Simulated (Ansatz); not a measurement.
**Deforming Ni**

```yaml
crystal:
  lattice:
    - [-1.40092, 1.40092, 1.40092]
    - [1.40092, -1.40092, 1.40092]
    - [1.40092, 1.40092, -1.40092]
  atoms:
    - { symbol: Ni, position: [0.00000, 0.00000, 0.00000] }
```

The structure comes from a relaxation in the same program, started in the bcc type, and has space group Im-3m. Whether it is a known phase or the ground state wasn't checked.

The magnetic state is the one reached from the start moments; no search over orders was made, so it needn't be the ground state.

All numbers below come from DFT, PBE, PAW with Ansatz's default frozen-core files, scalar-relativistic (Ansatz 0.2.0).

Settings: a Γ-centred 18×18×18 k mesh, Fermi–Dirac smearing of 0.08 eV, cutoff 420 eV, spin-polarised from start moments Ni 1.5 μB.

The unchanged cell is at 0.03 GPa, so energy changes include a term −P ΔV where the volume moves.

In a metal, stresses and small energies carry noise from the k mesh.

x, y and z are the Cartesian axes of the cell as listed; fractional coordinates follow a strain, and an engineering shear is twice the off-diagonal strain component.

With this change (z strained by +2 % at fixed volume), what becomes of the energy and stress and moment?

Energy change -1.6 meV/atom; stress change (xx, yy, zz, yz, xz, xy) -0.81, -0.81, 1.63, 0.00, 0.00, 0.00 GPa, compression positive; moment 0.56 → 0.57 μB.

With this change (equal xy, yz and zx engineering shear strains of -4 %), what becomes of the energy and stress and moment?

Energy change +27.3 meV/atom; stress change (xx, yy, zz, yz, xz, xy) 1.16, 1.16, 1.16, 6.74, 6.74, 6.74 GPa, compression positive; moment 0.56 → 0.55 μB.
